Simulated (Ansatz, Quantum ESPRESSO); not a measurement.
Given: the input of a run of Ansatz 0.2.0 on PbSe (Clausthalite). Atoms were shifted at random by some hundredths of an Å from the given cell, which wasn't relaxed again for these runs. 

input.yaml

```yaml
crystal:
  lattice:
    - [0.0, 3.06065, 3.06065]
    - [3.06065, 0.0, 3.06065]
    - [3.06065, 3.06065, 0.0]
  atoms:
    - { symbol: Pb, position: [-0.002248, -0.003165, -0.000602] }
    - { symbol: Se, position: [0.503088, 0.499995, 0.492699] }
hamiltonian:
  xc: pbe
  pseudopotentials: { kind: paw }
kpoints:
  mp_grid: { grid: [8, 8, 8] }
scf:
  occupations: { method: fermi_dirac, width: 0.05 }
output:
  forces: true
  stress: true
  eigenvalues: true
```

Potentials or basis: Ansatz PAW.

Command:

```bash
$ ansatz run input.yaml --threads 1 --pin off --max-ram 3584MiB --backend cpu --events-out ev --progress --plain --runs-dir out
```

Translate it to Quantum ESPRESSO 7.5. Potentials or basis there: SSSP 1.3 efficiency PBE, cutoff 748 eV.

As run (cutoffs and basis follow the program's own potentials, and thresholds, step limits or extra output files can differ):

File pw.in:

```
&CONTROL
  calculation = 'scf'
  prefix = 'pwscf'
  outdir = './tmp'
  pseudo_dir = './pseudo'
  tprnfor = .true.
  tstress = .true.
  disk_io = 'nowf'
/
&SYSTEM
  ibrav = 0
  nat = 2
  ntyp = 2
  ecutwfc = 55
  ecutrho = 440
  nbnd = 16
  occupations = 'smearing'
  smearing = 'fd'
  degauss = 0.00367493
/
&ELECTRONS
  conv_thr = 4d-10
  electron_maxstep = 120
  mixing_beta = 0.5
/
ATOMIC_SPECIES
Pb   207.2000 Pb.pbe-dn-kjpaw_psl.0.2.2.UPF
Se    78.9710 Se_pbe_v1.uspp.F.UPF
CELL_PARAMETERS angstrom
   0.0000000000    3.0606500000    3.0606500000
   3.0606500000    0.0000000000    3.0606500000
   3.0606500000    3.0606500000    0.0000000000
ATOMIC_POSITIONS crystal
Pb    -0.0022480000   -0.0031650000   -0.0006020000
Se     0.5030880000    0.4999950000    0.4926990000
K_POINTS automatic
8 8 8 0 0 0
```

Potentials or basis: SSSP 1.3 efficiency PBE.

The run is started by

```console
$ OMP_NUM_THREADS=1 pw.x -in pw.in > pw.out
```

Both were run:

|  | Ansatz | Quantum ESPRESSO |
| --- | --- | --- |
| Pressure | 2.4 GPa | 2.4 GPa |
| Energy over the undisturbed cell | 0.1 meV/atom | 0.1 meV/atom |

Ansatz's pressure holds a Pulay term of +0.02 GPa for its cutoff of 420 eV, which the other run lacks.

The potentials hold 30 and 20 valence electrons a cell.

Where Ansatz's input types no cutoff or centring, it takes its own default and a Γ-centred mesh.

Pressure is positive in compression.
